## The row that looks wrong

WC is a GGA, a functional that uses the density and its gradient. A simple rule would be that the gradient opens the gap. Yet the gap of WC is 4.326 eV, below the 4.371 eV of PZ, which is an LDA and uses the density alone. The other GGA, PW91, lies above PZ at 4.464 eV. The row is sound; the rule is what fails.

Kohn–Sham LDA and GGA gaps of four-layer hexagonal diamond (P6_3/mmc, 8 atoms) at fixed geometry, computed with FLEUR and ABINIT without spin polarisation. All runs use Fermi–Dirac smearing of 0.05 eV and a 12×12×4 k mesh, on which the gaps are read. The basis is given as Kmax in 1/bohr for FLEUR and as the plane-wave cutoff for ABINIT.

| method | rung | program | potentials | basis | gap (eV) |
| --- | --- | --- | --- | --- | --- |
| BH | LDA | FLEUR | all electron | 5.04 Kmax | 4.388 |
| LDA-VWN | LDA | ABINIT | JTH PAW LDA v2.0 | 544 eV | 4.375 |
| PZ | LDA | FLEUR | all electron | 5.19 Kmax | 4.371 |
| Wigner | LDA | FLEUR | all electron | 5.33 Kmax | 4.295 |
| Xalpha | LDA | FLEUR | all electron | 5.33 Kmax | 4.268 |
| PW91 | GGA | FLEUR | all electron | 5.33 Kmax | 4.464 |
| WC | GGA | FLEUR | all electron | 5.19 Kmax | 4.326 |

## Three sizes to keep in mind

For this four-layer stacking of diamond, changing the program matters at a few thousandths of an eV, changing the functional at a tenth, and the distance to a real gap is about one eV. The first size comes from one pair, PZ in FLEUR and VWN in ABINIT, two fits to the same electron-gas data. The mean gap rises by only 0.06 eV from LDA to GGA, while the gaps within each rung spread over 0.12 eV or more. The name of the rung therefore does not tell you the order of the gaps.

## Why one LDA differs from another

Start from a limiting case. If correlation added the same potential everywhere, all levels would shift together and the gap would stay as it was. Only the contrast between dense and thin regions can change it. Valence electrons sit mostly in the dense bonds and conduction states reach further into the hollows, so a correlation potential that is deeper in the bonds should open the gap.

Xalpha marks the other limit, exchange without correlation. The name leaves open the factor α that scales the exchange. That it has its electron-gas value, 2/3, is inferred here: the total energy lies 87 eV above that of PZ, about what leaving out correlation should cost. Wigner recovers 76% of that energy but only 26% of PZ's rise in the gap. The total amount of correlation is thus a poor guide to the gap.

## The Wigner gap, estimated by hand

Let r be the radius, in bohr, of a sphere that holds one valence electron. Wigner's correlation potential, in hartree, is

v = −0.44/(r + 7.8) − (r/3) · 0.44/(r + 7.8)²

1. Four valence electrons in 5.67 Å³ give r ≈ 1.32 on average. Take twice this density for a bond (r ≈ 1.05) and half of it for a hollow (r ≈ 1.66).
2. The potential is −0.0517 in the bond and −0.0492 in the hollow. The contrast is 0.0025 hartree, or 0.067 eV.
3. The same steps with PZ's potential give 0.27 eV, so Wigner has about a quarter of PZ's contrast.
4. PZ's gap is 103 meV above that of Xalpha. A quarter of this is about 25 meV; the calculation gives 27 meV.

The formula shows the reason: beside 7.8, the change in r hardly counts, so the potential is deep but nearly flat.

The analysis printed below fits one common factor between contrast and gap rise to the five LDA rows, Wigner included, and misses them by about 3 meV at most. Xalpha fits by construction, and PZ and VWN share one contrast, so only Wigner and BH really test the idea. The two densities are a rough choice, so the factor itself has no deeper meaning. BH, with the largest contrast, also has the largest LDA gap, but it ran with a smaller basis and a lower angular cutoff inside the atomic spheres, and its 17 meV above PZ may not come from the functional alone. The direct gap, between states of equal crystal momentum, hints at this. From Xalpha to PZ it rises less than half as much as the indirect gap, but from PZ to BH both rise about equally. Wigner is therefore the firmer test.

## What the gradient adds

In the limit of a uniform density, both GGAs reduce to the electron gas, and the model would place them close to PZ. Their departures, 93 meV up for PW91 and 45 meV down for WC, therefore measure mainly the gradient terms. These depend on how the density varies from place to place, so they need not open the gap.

WC shows this most clearly. Its smallest direct gap is 30 meV above that of PZ, although its indirect gap is lower. A rigid shift of the conduction bands would have moved both alike. In the ABINIT run both gaps start from the same valence state, at the zone centre Γ. If that also holds for WC, as expected, its gradient terms raise one conduction state and lower another, measured from the valence top.

## Which level for which purpose

**Checking a set-up, to 0.01 eV.** Compare programs only with the same functional, or with two fits to the same electron gas such as PZ and VWN.

**Comparing strains or stackings, to 0.1 eV.** Keep one functional and one basis throughout, since a change of functional can be as large as the effect sought. The cell here is fixed, and the ABINIT run finds it under tension; letting each functional relax it would add a further shift.

**Predicting an absolute gap.** Use neither rung. Even the largest gap here is about 1 eV below the roughly 5.5 eV recalled for cubic diamond, a related but different crystal. Removing correlation altogether moves the LDA gap by only a tenth of that, so another parametrisation is no cure. Theory puts much of the shortfall down to the jump in the exact potential when an electron is added, which LDA and GGA lack. Lattice vibrations, left out here, lower the measured gap and so hide part of the error.

**Cost.** A GGA costs little more than an LDA. Raising FLEUR's basis cutoff Kmax from 5.04 to 5.33 should make the diagonalisation about 1.7 times as long, because that work grows as the ninth power of Kmax. Hybrid functionals or GW, the next steps for an absolute gap, can be expected, roughly, to cost at least ten times as much.

Numerical output:

```
Gaps and contrast:
      row  gap_over_Xalpha_meV  contrast_eV  gap_from_PZ_meV  direct_gap_eV  direct_from_PZ_meV
       BH                  120       0.3034               17          5.154               17.61
  LDA-VWN                  107       0.2728                4          5.138               1.293
       PZ                  103       0.2728                0          5.137                   0
   Wigner                   27      0.06717              -76            5.1               -36.6
   Xalpha                    0            0             -103          5.089              -47.53
     PW91                  196       0.2728               93          5.222               85.61
       WC                   58       0.2728              -45          5.166               29.67
fit of rise on 5 rows (lda): coefficient of contrast 389.2 +/- 3.9; rms 1.74, worst PZ 3.17, leave-one-out rms 2.53
  rows outside the fit (model, value, miss): PW91 106.2, 196, -89.8; WC 106.2, 58, 48.2
Spread of the five LDA gaps, meV: 120
Distance between the two GGA gaps, meV: 138
Mean GGA gap less mean LDA gap, meV: 55.6
VWN in ABINIT less PZ in FLEUR, meV: 4
Wigner over PZ, ratio of gap rises above Xalpha: 0.2621
Wigner over PZ, ratio of contrasts, hollow at half the mean density: 0.2462
Wigner over PZ, ratio of contrasts, hollow at a fifth of the mean density: 0.2821
Wigner over PZ, ratio of total energy drops below Xalpha: 0.7582
BH over PZ, ratio of gap rises above Xalpha: 1.165
BH over PZ, ratio of contrasts: 1.112
Largest gap here below a rough recalled 5.5 eV of cubic diamond, eV: 1.036
Estimated factor in diagonalisation work from Kmax 5.04 to 5.33 (ninth power): 1.655
```
